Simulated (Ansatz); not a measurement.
# Au: pressure against volume

The task here is to estimate one member of a computed series from the others.

The COD cell was measured well above room temperature, so it is larger than a cold one.

Computed with Ansatz 0.2.0 (DFT PBE, scalar-relativistic, unless a step's input says otherwise).

### Starting point

It takes space group Fm-3m (No. 225, cubic). The conventional cell has a = 4.091 Å, b = 4.091 Å, c = 4.091 Å, α = 90.00°, β = 90.00°, γ = 90.00°. Around Au (site symmetry m-3m) lie 12 Au at 2.89 Å.

Coordinates:

```
Au
1.0
     0.00000    2.04550    2.04550
     2.04550    0.00000    2.04550
     2.04550    2.04550    0.00000
Au
1
Direct
  0.00000 0.00000 0.00000
```

The geometry is a database entry used as it stands. It may stem from high pressure or temperature, or be incomplete, so it serves as a test cell.

Set-up of the first run:

File input.yaml:

```yaml
crystal:
  lattice:
    - [0.0, 2.004098596, 2.004098596]
    - [2.004098596, 0.0, 2.004098596]
    - [2.004098596, 2.004098596, 0.0]
  atoms:
    - { symbol: Au, position: [0.0, 0.0, 0.0] }
kpoints:
  mp_grid: { grid: [14, 14, 14] }
scf:
  occupations: { method: fermi_dirac, width: 0.08 }
hamiltonian:
  xc: pbe
  pseudopotentials: { kind: all_electron, lapw: { basis_error: 0.00025 } }
output:
  forces: true
  stress: true
  eigenvalues: true
```

Started as:

```bash
$ ansatz run input.yaml --threads 1 --pin off --max-ram 2048MiB --backend cpu --events-out ev --progress --plain --runs-dir out
```

Steps of the session up to this table: Volume × 0.9405, LAPW; Volume × 0.9405, PAW; Volume × 0.9405, crystal datasets; Volume × 0.98, LAPW; Volume × 0.98, PAW; Volume × 1.02, LAPW; Volume × 1.02, PAW; Volume × 1.06, LAPW; Volume × 1.06, PAW; Volume × 1.06, crystal datasets.

One table of the session follows, with a row left open; its other results are not shown here.

It belongs to the step «Fits». 

| method | volume (Å³/atom) | pressure (GPa) |
| --- | --- | --- |
| LAPW | 16.099 | 21.27 |
| LAPW | 16.775 | 11.77 |
| LAPW | 17.117 | 7.80 |
| LAPW | 17.459 | 4.33 |
| LAPW | 18.144 | -1.35 |
| PAW | 16.099 | 21.32 |
| PAW | 16.775 | 11.80 |
| PAW | 17.117 | 7.83 |
| PAW | 17.459 | 4.35 |
| PAW | 18.144 | ? |
| crystal datasets | 16.099 | 21.28 |
| crystal datasets | 17.117 | 7.81 |
| crystal datasets | 18.144 | -1.35 |

Q: Estimate the row for PAW, 18.144 from the others.

**Answer.** pressure (GPa): -1.33. In the column «pressure (GPa)» it lies between crystal datasets, 18.144 (-1.35) and LAPW, 17.459 (4.33).

To keep in mind: Warnings in the runs' records: gradients without spin orbit, crystal datasets made.
